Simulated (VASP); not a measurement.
Runs of VASP 6.6.1 on TiAl. The structure is hexagonal, space group P-6m2 (No. 187). Conventional cell: a = 2.867 Å, b = 2.867 Å, c = 4.678 Å, α = 90.00°, β = 90.00°, γ = 120.00°. Around Ti (site symmetry -6m2) lie 6 Al at 2.87 Å and 6 Ti at 2.87 Å. Al (site symmetry -6m2) has 6 Ti at 2.87 Å and 6 Al at 2.87 Å as nearest neighbours. The cell comes from a database or a generator and needn't be the stable form of this composition.

```tsv
task	level	potentials or basis	cell	k mesh	cutoff (eV)	mesh quality	gap on the mesh (eV)	pressure (GPa)	relaxed volume (Å³/atom)
relaxation of cell and atoms	PBE	VASP PAW PBE potentials, release 64 (Ti_sv, Al)	relaxed	18 × 18 × 10	600	not flagged	none	0.0	16.69
single point	PBEsol	VASP PAW PBE potentials, release 64 (Ti_sv, Al)	as given	18 × 18 × 10	520	not flagged	none	-2.9	-
relaxation of cell and atoms	PBEsol	VASP PAW PBE potentials, release 64 (Ti, Al)	relaxed	18 × 18 × 10	580	not flagged	none	0.0	(b)
relaxation of cell and atoms	LDA	VASP PAW LDA potentials, release 64 (Ti_sv, Al)	relaxed	18 × 18 × 10	600	not flagged	none	0.0	15.73
relaxation of cell and atoms	PBE+D3(BJ)	VASP PAW PBE potentials, release 64 (Ti_sv, Al)	relaxed	18 × 18 × 10	600	not flagged	none	0.0	15.96
relaxation of cell and atoms	PBEsol	VASP PAW PBE potentials, release 64 (Ti_sv, Al)	relaxed	6 × 6 × 4	600	coarse	none	0.0	(a)
relaxation of cell and atoms	PBEsol	VASP PAW PBE potentials, release 64 (Ti_sv, Al)	relaxed	18 × 18 × 10	600	not flagged	none	0.0	(c)
relaxation of cell and atoms	RPBE	VASP PAW PBE potentials, release 64 (Ti_sv, Al)	relaxed	18 × 18 × 10	600	not flagged	none	0.0	17.09
```

Alike in all rows: no spin polarisation; smearing gaussian 0.1 eV.

Q: Fill in the values left out.

A: (a) 16.20; (b) 16.14; (c) 16.22.

Caveats: some runs use coarse meshes; the PAW data sets were made with another functional, which shifts forces and pressure a little (some runs); pairwise dispersion overbinds metals, which lowers pressure and volume (some runs).

A gap of «none» marks a metal or a gap under the smearing width.

The runs don't all hold the same shells in valence.
